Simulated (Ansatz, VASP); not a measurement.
N in VASP and in Ansatz

```
CELL_PARAMETERS angstrom
4.09478 0.00000 0.00000
0.00000 4.09478 0.00000
0.00000 0.00000 5.32248
ATOMIC_POSITIONS crystal
N 0.90487 0.90487 0.00000
N 0.59513 0.40487 0.50000
N 0.09513 0.09513 0.00000
N 0.40487 0.59513 0.50000
```

Alike in both runs: task relaxation of cell and atoms; functional PBE; k mesh 6 × 6 × 4; occupations gaussian, width 0.02 eV; no spin polarisation.

|  | VASP | Ansatz |
| --- | --- | --- |
| version | VASP 6.6.1 | Ansatz 0.2.0 |
| potentials or method | VASP PAW PBE potentials, release 64 (N) | scalar-relativistic, plane waves, PAW |
| plane-wave cutoff (eV) | 600 | 420 |
| valence electrons in the cell | 20 | 20 |

|  | VASP | Ansatz | Ansatz less VASP |
| --- | --- | --- | --- |
| gap on the k mesh at the Fermi level, each at its own relaxed structure (eV) | 7.09 | 7.41 | +0.323 |
| relaxed volume (Å³/atom) | 25.99 | 28.85 | +2.863 |
| relaxed cell length with the largest relative difference (Å) | 4.284 | 4.462 | +0.1785 |
| energy change over the relaxation (meV/atom) | -8 | -9 | -1.0 |

One of these differences is far larger than is usual between the two programs; its cause wasn't traced.

Caveats: the standard files for N, O and F lose accuracy on very short bonds; the volume moved by over 15 % at a fixed basis, so the end points are rough (VASP). A k mesh can miss the band edges.
